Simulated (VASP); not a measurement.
Set up this calculation in VASP 6.6.1, as the native input.

| Item | Value |
| --- | --- |
| Task | single point |
| Functional | PBE |
| Potentials or basis | VASP PAW PBE potentials, release 64 (Pd) |
| Cutoff | 520 eV |
| k mesh | 28 × 28 × 28 |
| Occupations | gaussian, width 0.1 eV |
| Spin | no spin polarisation |
| Dipole correction | no |
| Further INCAR settings | ALGO = Fast; EDIFF = 1e-06; NBANDS = 17 |

The structure of Pd lies in POSCAR:

```
Pd
1.0
   -1.3415359567      1.3415359567      4.6427060500
    1.3415359567     -1.3415359567      4.6427060500
    1.3415359567      1.3415359567     -4.6427060500
Pd
2
Direct
    0.1388680970      0.1388680970      0.0000000000
    0.8611319030      0.8611319030      0.0000000000
```

The cell was built by a generator and needn't be a form met in nature.

The input as run:

INCAR

```
PREC     = Accurate       # precision mode
ENCUT    = 520            # plane-wave cutoff, eV
EDIFF    = 1E-6           # SCF threshold, eV
ISMEAR   = 0              # smearing method
SIGMA    = 0.1            # smearing width, eV
LREAL    = False          # projectors in reciprocal space
LASPH    = True           # aspherical terms in the spheres
NELM     = 100            # most SCF steps
ALGO     = Fast           # electronic algorithm
ISIF     = 2              # what is computed and relaxed
LWAVE    = False          # write WAVECAR
LCHARG   = True           # write CHGCAR
GGA      = PE             # functional
LELF     = True           # ELF
LVHAR    = True         
NBANDS   = 17             # bands
```

KPOINTS

```
Automatic mesh
0
Gamma
  28 28 28
```

Potentials or basis: VASP PAW PBE potentials, release 64 (Pd).

The run is started by

```console
$ cat potpaw_PBE.64/Pd/POTCAR > POTCAR
$ mpirun -np 1 vasp_std > vasp.out
```

Results of the run:

The pressure is -0.3 GPa, the largest force is 0.009 eV/Å and the band gap on the k mesh is none (metal or under the smearing width).

It took 13 min on 1 thread of Intel(R) Xeon(R) 6975P-C (Granite Rapids), with other jobs on the host, peak memory 0.9 GiB.
